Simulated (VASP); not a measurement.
# CdS (Greenockite) (P6_3mc) in VASP: notebook, part 2 of 2

VASP 6.6.1. Earlier steps stand in the parts before.

## (4) Relaxation of cell and atoms, PBEsol

INCAR

```
ALGO = Normal
EDIFF = 1E-6
EDIFFG = -0.01
ENCUT = 600
GGA = PS
IBRION = 2
ISIF = 3
ISMEAR = 0
KPAR = 4
LASPH = T
LCHARG = F
LREAL = F
LWAVE = F
NELM = 80
NSW = 90
PREC = Accurate
SIGMA = 0.03
```

KPOINTS

```
k-points
0
Gamma
  9 9 4
```

POSCAR

```
CdS
1.0
    4.1500000000      0.0000000000      0.0000000000
   -2.0750000000      3.5940054257      0.0000000000
    0.0000000000      0.0000000000      6.7370000000
Cd S
2 2
Direct
    0.3333333333      0.6666666667      0.0000000000
    0.6666666667      0.3333333333      0.5000000000
    0.3333333333      0.6666666667      0.3750000000
    0.6666666667      0.3333333333      0.8750000000
```

Potentials or basis: VASP PAW PBE potentials, release 64 (Cd, S).

Command:

```sh
$ cat potpaw_PBE.64/Cd/POTCAR potpaw_PBE.64/S/POTCAR > POTCAR
$ mpirun -np 4 vasp_std > vasp.out
```

OUTCAR:

```text
EDIFF = 1E-6
   EDIFFG = -0.01
   ENCUT = 600
   GGA = PS
   IBRION = 2
   ISIF = 3
   ISMEAR = 0
   LASPH = T
   LREAL = F
   NELM = 80
   NSW = 90
   PREC = Accurate

 ion  position               nearest neighbor table
   1  0.333  0.667  0.000-   3 2.53   4 2.54   4 2.54   4 2.54
   2  0.667  0.333  0.500-   4 2.53   3 2.54   3 2.54   3 2.54
   3  0.333  0.667  0.375-   1 2.53   2 2.54   2 2.54   2 2.54
   4  0.667  0.333  0.875-   2 2.53   1 2.54   1 2.54   1 2.54

  LATTYP: Found a hexagonal cell.
 ALAT       =     4.1500000000
 C/A-ratio  =     1.6233734940

  Lattice vectors:

 A1 = (   4.1500000000,   0.0000000000,   0.0000000000)
 A2 = (  -2.0750000000,   3.5940054257,   0.0000000000)
 A3 = (   0.0000000000,   0.0000000000,   6.7370000000)

Analysis of symmetry for initial positions (statically):
[... 264 lines left out ...]
  ---------------------------------------------------
  free energy    TOTEN  =       -13.63428938 eV

  energy without entropy =      -13.63428938  energy(sigma->0) =      -13.63428938

 E-fermi :   1.3712     XC(G=0):  -9.3624

 val. band max:        1.1975661396   @ k =   0.0000   0.0000   0.0000
 cond. band min:       2.2778353119   @ k =   0.0000   0.0000   0.0000
 fundamental gap:      1.0802691723
 Fermi energy:         1.3711861231

 k-point     1 :       0.0000    0.0000    0.0000
  band No.  band energies     occupation
      1     -11.1822      2.00000
      2     -10.7392      2.00000
      3      -6.5097      2.00000
      4      -6.4997      2.00000
      5      -6.4997      2.00000
      6      -6.4143      2.00000
[... 589 lines left out ...]
     21       6.1347      0.00000
     22       7.8644      0.00000

 [... further k-points ...]

------------------------ aborting loop because EDIFF is reached ----------------------------------------

  FORCE on cell =-STRESS in cart. coord.  units (eV):
  Direction    XX          YY          ZZ          XY          YZ          ZX
  --------------------------------------------------------------------------------------
  -------------------------------------------------------------------------------------
  Total        0.0092732      0.0092732     -0.0243847      0.0000000      0.0000000      0.0000000
  in kB        0.1494657      0.1494657     -0.3930339      0.0000000      0.0000000      0.0000000
  external PRESSURE =      -0.0313675 kB  Pullay stress =       0.0000000 kB
[... 19 lines left out ...]
  FREE ENERGIE OF THE ION-ELECTRON SYSTEM (eV)
  ---------------------------------------------------
  free  energy   TOTEN  =       -13.6342893793 eV

  energy  without entropy=      -13.6342893793  energy(sigma->0) =      -13.63428938

 reached required accuracy - stopping structural energy minimisation
```

CONTCAR:

```text
CdS
   1.00000000000000
     4.1291873882166508    0.0000000000000000    0.0000000000000000
    -2.0645936941083254    3.5759811751765977    0.0000000000000000
    -0.0000000000000000    0.0000000000000000    6.7319038293366669
  Cd              S
     2     2
Direct
     0.3333333332999970    0.6666666667000030    0.9995462527360236
     0.6666666667000030    0.3333333332999970    0.4995462527360237
     0.3333333332999970    0.6666666667000030    0.3754537472639763
     0.6666666667000030    0.3333333332999970    0.8754537472639764

  0.00000000E+00  0.00000000E+00  0.00000000E+00
  0.00000000E+00  0.00000000E+00  0.00000000E+00
  0.00000000E+00  0.00000000E+00  0.00000000E+00
  0.00000000E+00  0.00000000E+00  0.00000000E+00
```

Wall time 50 s (4 MPI ranks of Intel Xeon Platinum 8488C (Sapphire Rapids), shared host); peak memory 0.3 GiB.

Results:

- Free energy: -13.6343 eV
- Relaxed volume: 24.85 Å³/atom
- Relaxed cell: a = 4.129 Å, b = 4.129 Å, c = 6.732 Å, α = 90.00°, β = 90.00°, γ = 120.00°
- Space group after relaxing (to 0.05 Å): P6_3mc (No. 186)
- Energy gained by relaxing: 0.8 meV/atom
- Ionic steps: 3
- Pressure after relaxing: 0.0 GPa
- Largest force after relaxing: 0.005 eV/Å
- Band gap on the k mesh: 1.08 eV, direct

Forces on the atoms (eV/Å):
```
Cd   0.000  0.000 -0.005
Cd   0.000  0.000 -0.005
S    0.000  0.000  0.005
S    0.000  0.000  0.005
```

Step by step:
| step | energy change (eV) | largest force (eV/Å) | pressure (GPa) | volume (Å³) |
| --- | --- | --- | --- | --- |
| 1 | 0.0000 | 0.0669 | -0.50 | 100.48 |
| 2 | -0.0032 | 0.0018 | 0.05 | 99.34 |
| 3 | -0.0032 | 0.0054 | 0.00 | 99.40 |

Final structure:
```xyz
4
Lattice="4.1292 0.0000 0.0000 -2.0646 3.5760 0.0000 0.0000 0.0000 6.7319" Properties=species:S:1:pos:R:3 pbc="T T T"
Cd    0.0000    2.3840    6.7288
Cd    2.0646    1.1920    3.3629
S     0.0000    2.3840    2.5275
S     2.0646    1.1920    5.8935
```

Caveat: the PAW data sets were made with another functional, which shifts forces and pressure a little.

## (5) Relaxation of cell and atoms, PBEsol

This run uses another cell than the first one, of 24.85 Å³/atom, 0.989 times its volume.

Changes to INCAR since step 4:

```diff
@@ -1,4 +1,4 @@
 ALGO = Normal
-EDIFF = 1E-6
-EDIFFG = -0.01
+EDIFF = 1E-7
+EDIFFG = -0.005
 ENCUT = 600
```

KPOINTS is that of step 4.

POSCAR

```
CdS                                     
1.0
    4.1291873882      0.0000000000      0.0000000000
   -2.0645936941      3.5759811752      0.0000000000
   -0.0000000000      0.0000000000      6.7319038293
  Cd              S             
     2     2
Direct
     0.3333333332999970    0.6666666667000030    0.9995462527360236
     0.6666666667000030    0.3333333332999970    0.4995462527360237
     0.3333333332999970    0.6666666667000030    0.3754537472639763
     0.6666666667000030    0.3333333332999970    0.8754537472639764
```

Command:

```sh
$ cat potpaw_PBE.64/Cd/POTCAR potpaw_PBE.64/S/POTCAR > POTCAR
$ mpirun -np 4 vasp_std > vasp.out
```

It took 69 s on 4 MPI ranks of Intel Xeon Platinum 8488C (Sapphire Rapids), shared host; peak memory 0.3 GiB.

The run converged. Its results:

```yaml
Free_energy: -13.6339 eV
Energy_gained_by_relaxing: 0.0 meV/atom
Ionic_steps: 5
Pressure_after_relaxing: 0.0 GPa
Band_gap_on_the_k_mesh: 1.08 eV, direct
```

Forces on the atoms (eV/Å):
```
Cd   0.000  0.000 -0.003
Cd   0.000  0.000 -0.003
S    0.000  0.000  0.003
S    0.000  0.000  0.003
```

Final structure:
```
CELL_PARAMETERS angstrom
4.13146 0.00000 0.00000
-2.06573 3.57795 0.00000
0.00000 0.00000 6.72462
ATOMIC_POSITIONS crystal
Cd 0.33333 0.66667 0.99932
Cd 0.66667 0.33333 0.49932
S 0.33333 0.66667 0.37568
S 0.66667 0.33333 0.87568
```

Levels at points of the mesh, in eV from the valence-band top:
```csv
k point,band 15,band 16,band 17,band 18,band 19,band 20,band 21,band 22
"(0.00, 0.00, 0.00)",-0.77,-0.05,0.00,0.00,1.08,2.68,6.38,6.38
"(0.00, 0.00, 0.50)",-0.40,-0.40,-0.40,-0.40,2.75,2.75,6.07,6.07
```

Caveat: the PAW data sets were made with another functional, which shifts forces and pressure a little. PBEsol gaps usually lie below the measured ones, often by a third to a half.
